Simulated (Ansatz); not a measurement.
# EuS (Fm-3m) in Ansatz: reference runs

Reference runs on EuS: the cell as given.

Program: Ansatz 0.2.0. These are calculated values, not measurements. Logs are shortened: lines on timing, memory, paths and dates and some standing lists are left out, and cuts for length are marked.

**What was measured.**

From “Crystal-field mediated electronic transitions of EuS up to 35 GPa”, 2022, pmc:8786971, for a powder of EuS at 300 K: band gap 1.72 eV (optical).

The runs below are set against these values where they give the same quantity.

## Step 1: The structure

It takes space group Fm-3m (No. 225, cubic). Conventional cell: a = 5.957 Å, b = 5.957 Å, c = 5.957 Å, α = 90.00°, β = 90.00°, γ = 90.00°. Eu (site symmetry m-3m) has 6 S at 2.98 Å as nearest neighbours. S (site symmetry m-3m) has 6 Eu at 2.98 Å as nearest neighbours.

## Step 2: Single point, PBEsol, collinear spin, ferromagnetic start

Contents of input.yaml:

```yaml
crystal:
  lattice:
    - [0.0, 2.9785, 2.9785]
    - [2.9785, 0.0, 2.9785]
    - [2.9785, 2.9785, 0.0]
  atoms:
    - { symbol: Eu, position: [0.0, 0.0, 0.0], spin: 7.0 }
    - { symbol: S, position: [0.5, 0.5, 0.5] }
hamiltonian:
  xc: pbesol
  pseudopotentials: { kind: paw }
magnetization:
  spin_polarized: true
kpoints:
  mp_grid: { grid: [8, 8, 8] }
scf:
  occupations: { method: fermi_dirac, width: 0.05 }
output:
  forces: true
  stress: true
  eigenvalues: true
```

Potentials or basis: Ansatz PAW.

The run is started by

```
$ ansatz run input.yaml --threads 2 --pin off --max-ram 5632MiB --backend cpu --events-out ev --progress --plain --runs-dir out
```

Standard output:

```text
Warning: RAYON_NUM_THREADS=2 ignored (pool sized by the plan → 2); use --threads N
Engine: ansatz 0.2.0, x86_64-unknown-linux-gnu
Pseudopotentials: kind: paw
Pseudopotential: Eu, paw, valence charge 17, recommended cutoff 420 eV (normal), Eu.paw.azcp
Pseudopotential: S, paw, valence charge 6, recommended cutoff 420 eV (normal), S.paw.azcp
Functional definition: PBEsol
  exchange = pbesol_x
  correlation = pbesol_c
Crystal: 2 atoms, lattice volume = 52.847 Å³
Basis set: ecut = 420 eV, 1037 PW (Γ), exchange–correlation on 60×60×60 points (8 copies of the dense FFT grid, shifted against one another)
Bands: 19, of which v1, the nominal top of the filled ones, is band 12 counted from 1 (11 counted from 0)
Symmetry: 48 space group operations
Space group: Fm-3m (ITA 225), of the structure as read, at distance tolerance 3.8e-5 Å
Magnetic group: BNS 225.116 (UNI 1618), of the structure as read, at distance tolerance 3.8e-5 Å
k-points: 29 of 512
Non-local potential: Eu, projectors of the file, l = 0: 3, l = 1: 2, l = 2: 2, l = 3: 3
Non-local potential: S, projectors of the file, l = 0: 2, l = 1: 2, l = 2: 2
PAW form: soft (Blöchl's): semilocal exchange-correlation on the pseudo side does not see the compensation charge
PAW frozen core: Eu, regenerated for the run's functional, and the local potential with it (the file was generated under x = pbe(κ = 0.804, μ = 0.2195149727645171), c = pbe(β = 0.06672455060314922))
PAW frozen core: S, regenerated for the run's functional, and the local potential with it (the file was generated under x = pbe(κ = 0.804, μ = 0.2195149727645171), c = pbe(β = 0.06672455060314922))
PAW one-centre angular grid: Eu, 590 points (default); XC on 64 Gauss nodes
PAW one-centre angular grid: S, 110 points (default); XC on 64 Gauss nodes
Initial density: superposition of atomic densities (chi_scale 0.1, normalization cell)
Starting moments: Σ|m| = 7 μB on 1 of 2 sites
Initial wavefunctions: pseudopotential atomic-orbital guess
Functional: x = pbesol(κ = 0.804, μ = 0.12345679012345678), c = pbesol(β = 0.046)
SCF iter   1: F=—  HF=-9552.926659 eV  |F-HF|=—  |Δ(HF+E_count)|=         —  Δρ=3.87e-2 (↑3.87e-2 ↓2.23e-2)  dr2=8.04e-1  dr2_m=3.48e-1  M=6.814 μB ∫|m|=6.912 μB  β_m=0.30  ethr=3.10e-3  ⟨swp⟩=5.9  Hψ=5301  notcnv=0
Mixer restart at iter 1: flushing history
preconditioner: auto → Kerker (q_TF=auto, 2.375 Å⁻¹)  [metal: Δε(μ)=0.025 eV  Ē_g=11.926 eV  σ=0.050 eV  W_gap=0.12  n_scr=14 (ndim 8)  ℏωp=23.4 eV  f_vac=0.000  D(μ)=4.09/eV (n_scr^D=58)]
spin=Collinear: Kerker preconditioning applied to the charge; magnetization (m = ρ↑ − ρ↓) channel mixes plain (no charge-response kernel on spin).
SCF iter   2: F=—  HF=-9553.115624 eV  |F-HF|=—  |Δ(HF+E_count)|=   1.89e-1  Δρ=2.59e-2 (↑2.59e-2 ↓1.60e-2)  dr2=4.09e-1  dr2_m=1.59e-1  M=6.824 μB ∫|m|=6.924 μB  β_m=0.54  ethr=3.10e-3  ⟨swp⟩=2.5  Hψ=2083  notcnv=0  defer=57
SCF iter   3: F=—  HF=-9553.488264 eV  |F-HF|=—  |Δ(HF+E_count)|=   3.73e-1  Δρ=1.46e-2 (↑1.46e-2 ↓4.39e-3)  dr2=1.15e-1  dr2_m=2.97e-2  M=6.878 μB ∫|m|=6.997 μB  β_m=0.65  ethr=1.78e-3  ⟨swp⟩=3.0  Hψ=2124  notcnv=0  defer=64
SCF iter   4: F=—  HF=-9553.675914 eV  |F-HF|=—  |Δ(HF+E_count)|=         —  Δρ=6.09e-3 (↑6.09e-3 ↓2.51e-3)  dr2=4.43e-2  dr2_m=2.83e-3  M=6.939 μB ∫|m|=7.065 μB  β_m=0.65  ethr=4.98e-4  ⟨swp⟩=3.1  Hψ=2615  notcnv=0  defer=63
Mixer restart at iter 4: flushing history
SCF iter   5: F=—  HF=-9553.711145 eV  |F-HF|=—  |Δ(HF+E_count)|=   3.52e-2  Δρ=4.00e-3 (↑4.00e-3 ↓1.69e-3)  dr2=2.33e-2  dr2_m=1.06e-3  M=6.957 μB ∫|m|=7.085 μB  β_m=0.67  ethr=1.92e-4  ⟨swp⟩=2.8  Hψ=1913  notcnv=0  defer=67
SCF iter   6: F=—  HF=-9553.730944 eV  |F-HF|=—  |Δ(HF+E_count)|=   1.98e-2  Δρ=9.05e-4 (↑9.05e-4 ↓7.60e-4)  dr2=2.51e-3  dr2_m=2.93e-5  M=6.975 μB ∫|m|=7.108 μB  β_m=0.91  ethr=1.01e-4  ⟨swp⟩=3.1  Hψ=2609  notcnv=0  defer=70
SCF iter   7: F=—  HF=-9553.731211 eV  |F-HF|=—  |Δ(HF+E_count)|=   2.67e-4  Δρ=1.19e-3 (↑1.19e-3 ↓2.81e-4)  dr2=7.42e-4  dr2_m=1.42e-4  M=6.977 μB ∫|m|=7.110 μB  β_m=0.83  ethr=1.09e-5  ⟨swp⟩=2.4  Hψ=2131  notcnv=0  defer=71
SCF iter   8: F=—  HF=-9553.731423 eV  |F-HF|=—  |Δ(HF+E_count)|=   2.11e-4  Δρ=2.99e-4 (↑2.99e-4 ↓1.64e-4)  dr2=1.21e-4  dr2_m=8.81e-6  M=6.976 μB ∫|m|=7.109 μB  β_m=0.83  ethr=3.22e-6  ⟨swp⟩=2.1  Hψ=2081  notcnv=0  defer=71
SCF iter   9: F=—  HF=-9553.731460 eV  |F-HF|=—  |Δ(HF+E_count)|=   3.77e-5  Δρ=8.46e-5 (↑8.46e-5 ↓6.24e-5)  dr2=9.83e-6  dr2_m=8.01e-7  M=6.976 μB ∫|m|=7.110 μB  β_m=0.91  ethr=5.26e-7  ⟨swp⟩=2.3  Hψ=1830  notcnv=0  defer=71
SCF iter  10: F=—  HF=-9553.732660 eV  |F-HF|=—  |Δ(HF+E_count)|=   1.20e-3  Δρ=2.84e-5 (↑2.84e-5 ↓1.94e-5)  dr2=1.10e-6  dr2_m=4.86e-8  M=6.976 μB ∫|m|=7.110 μB  β_m=0.96  ethr=4.27e-8  ⟨swp⟩=2.5  Hψ=1774  notcnv=0  defer=71
SCF iter  11: F=—  HF=-9553.732662 eV  |F-HF|=—  |Δ(HF+E_count)|=   1.23e-6  Δρ=4.80e-6 (↑4.80e-6 ↓4.06e-6)  dr2=4.62e-8  dr2_m=2.73e-9  M=6.976 μB ∫|m|=7.110 μB  β_m=0.98  ethr=4.76e-9  ⟨swp⟩=2.0  Hψ=1736  notcnv=0  defer=71
SCF iter  12: F=-9553.732662 eV  HF=-9553.732662 eV  |F-HF|=8.59e-10  |Δ(HF+E_count)|=   3.42e-8  Δρ=2.10e-6 (↑2.10e-6 ↓9.00e-7)  dr2=3.50e-9  dr2_m=5.19e-10  M=6.976 μB ∫|m|=7.110 μB  ethr=2.01e-10  ⟨swp⟩=6.0  Hψ=4911  notcnv=0
SCF 1 converged in 12 iterations: F = -9553.732662 eV  dr2 = 3.50e-9
SCF converged after 12 iterations
Magnetization: 6.9758 μB (14.9879 up, 8.0121 down)
Absolute magnetization: 7.1103 μB (∫|ρ↑−ρ↓|, with the PAW one-centre terms)
Spin contamination: 0.0110 ħ² per cell (⟨S²⟩ above its minimum at these occupations)
Per-site moments (μB) at R_I (Å): [(6.747292995670429, 1.22863125), (-0.06046347717534318, 1.22863125)]
Free energy (F): -9553.732662 eV
Harris-Foulkes:  -9553.732662 eV  (|F-HF|=8.59e-10)
Internal energy: -9553.722115 eV  (E = F + TS)
E sigma→0 (E₀):  -9553.727388 eV
Entropy (-TS):   -0.010547 eV (-5.273 meV/atom)
Fermi energy:    10.171068 eV
--- Per-component energies (eV) ---
  E_band       = -10.980659
  E_kinetic    = 459.627442
  E_local      = -2150.999732  (includes V_loc(G=0)·N_el)
  E_nonlocal   = 501.585868
  E_hartree    = 848.591834
  E_xc         = -273.343043
  E_vxc        = -291.404657  (∫ρ·V_xc dr)
  E_paw        = -6870.188583  (= ΣΔE_a)
  E_vpaw       = -226.970677  (= ΣTr[D̂ρ^β])
  E_aug_tail   = 0.000001  (compensation charges beyond the density's cutoff)
  E_ewald      = -2069.644683
  E_core_change = 0.648780  (= ΣΔE_core)
  E_smearing   = -0.010547  (= −TS)
  E_closure    = 0.000000  (closes the sum)
  Σ components = -9553.732662   (vs F -9553.732662, Δ=0.00e0)
--- Forces (eV/Å), atoms counted from 1 ---
  atom   1  Eu    -0.00000000     0.00000000    -0.00000000
  atom   2  S      0.00000000    -0.00000000    -0.00000000
  max |Σ_I F_I| component: 3.19e-30 eV/Å
--- Stress (GPa, compression-positive) ---
       -5.465928       0.000000      -0.000000
       -0.000000      -5.465928       0.000000
        0.000000      -0.000000      -5.465928
  P = ⅓ Tr σ = -5.4659 GPa (-54.659 kbar)
--- Band table (eV; the first three rows and the last of 58) ---
  k-point 0 ↑: bands = ["-31.2541", "-9.9463", "-9.9463", "-9.9463", "-3.2270", "7.4599", "7.4599", "7.4599", "9.7286", "9.8905", "9.8905", "9.8905", "10.2133", "10.2133", "10.2133", "10.9163", "11.2303", "11.2303", "11.2303"]
  k-point 1 ↑: bands = ["-31.2521", "-9.9985", "-9.9500", "-9.9500", "-3.1065", "6.8955", "7.2565", "7.2565", "9.7201", "9.8601", "9.8601", "9.8913", "10.0284", "10.0724", "10.0724", "11.2478", "11.5272", "11.5272", "11.8426"]
  k-point 2 ↑: bands = ["-31.2475", "-10.1198", "-9.9590", "-9.9590", "-2.8106", "5.8911", "6.8380", "6.8380", "9.7058", "9.8077", "9.8077", "9.8928", "9.9119", "9.9265", "9.9265", "11.5991", "12.2554", "12.2554", "13.2275"]
  k-point 28 ↓: bands = ["-28.1859", "-7.8723", "-7.8723", "-7.8341", "-2.6241", "6.2635", "6.6753", "6.6753", "12.3634", "12.3634", "14.2382", "14.3407", "14.3715", "14.3715", "14.5260", "14.7718", "14.7718", "14.7980", "15.1928"]
```

Wall time 1.8 s (2 threads of Intel Xeon 6975P-C (Granite Rapids), shared host); peak memory 0.45 GiB.

Results:

```yaml
Free_energy: -9553.7327 eV
Pressure: -5.5 GPa
Band_gap_on_the_k_mesh: none (metal or under the smearing width)
Net_moment: 6.98 μB per cell
Absolute_moment: 7.11 μB per cell
Site_moments: Eu +6.75; S -0.06 μB
```

Caveat: spin-orbit coupling is left out, which moves the levels of the heavy elements; a cell with one magnetic atom can't hold antiferromagnetic order, which such compounds often take; without U or exact exchange the open f shell lies at the Fermi level, which spoils levels, moments and volumes; the PAW data sets come from PBE, with cores solved anew for the run's functional, which leaves a small shift of forces and pressure. The state reached can hang on the start; a lower one may exist.

## Step 3: Comparison with measurements

Step 2. Measured gap of EuS: 1.72 eV (optical; 300 K; powder; “Crystal-field mediated electronic transitions of EuS up to 35 GPa”, 2022, pmc:8786971). This calculation gives 0.00 eV (-1.72 eV). So large a miss can be the level of theory's own, or it may mean another phase, state or a wrong row. Spin-orbit coupling on Eu is left out. The value is that of PBEsol on a finite k mesh, which can miss the band edges, without temperature or zero-point motion. Semilocal functionals fall short of measured gaps as a rule. The run's magnetic order (collinear spin, ferromagnetic start) needn't be the measured crystal's.
